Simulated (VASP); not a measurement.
Wanted: the native input for a VASP 6.6.1 run.

| Property | Result |
| --- | --- |
| Task | relaxation of cell and atoms |
| Functional | PBE |
| Potentials or basis | VASP PAW PBE potentials, release 64 (Nb_sv) |
| Cutoff | 600 eV |
| k mesh | 18 × 18 × 18 |
| Occupations | methfessel-paxton, width 0.1 eV |
| Spin | no spin polarisation |
| Further INCAR settings | ALGO = Normal; EDIFF = 1e-06; IBRION = 2; EDIFFG = -0.02; NSW = 40; ISIF = 3 |

The structure of Nb lies in POSCAR:

```
Nb
1.0
   -1.6502000000      1.6502000000      1.6502000000
    1.6502000000     -1.6502000000      1.6502000000
    1.6502000000      1.6502000000     -1.6502000000
Nb
1
Direct
    0.0000000000      0.0000000000      0.0000000000
```

One way to write it, as run:

INCAR

```
SYSTEM = Nb
ALGO = Normal
EDIFF = 1E-6
EDIFFG = -0.02
ENCUT = 600
GGA = PE
IBRION = 2
ISIF = 3
ISMEAR = 1
LASPH = .TRUE.
LCHARG = .FALSE.
LREAL = .FALSE.
LWAVE = .FALSE.
NELM = 60
NSW = 40
PREC = Accurate
SIGMA = 0.1
```

KPOINTS

```
k-points
0
G
  18 18 18
  0 0 0
```

Potentials or basis: VASP PAW PBE potentials, release 64 (Nb_sv).

Command:

```sh
$ cat potpaw_PBE.64/Nb_sv/POTCAR > POTCAR
$ mpirun -np 1 vasp_std > vasp.out
```

It gave:

```yaml
Relaxed_volume: 18.11 Å³/atom
Relaxed_cell: a = 2.866 Å, b = 2.866 Å, c = 2.866 Å, α = 109.47°, β = 109.47°, γ = 109.47°
Space_group_after_relaxing_to_0.05_Å: Im-3m (No. 229)
Energy_gained_by_relaxing: 0.6 meV/atom
Ionic_steps: 3
Pressure_after_relaxing: 0.0 GPa
Band_gap_on_the_k_mesh: none (metal or under the smearing width)
```

It took 100 s on 1 thread of AMD EPYC 7R43 64-Core Processor (Zen 3) (shared host), peak memory 0.15 GiB.
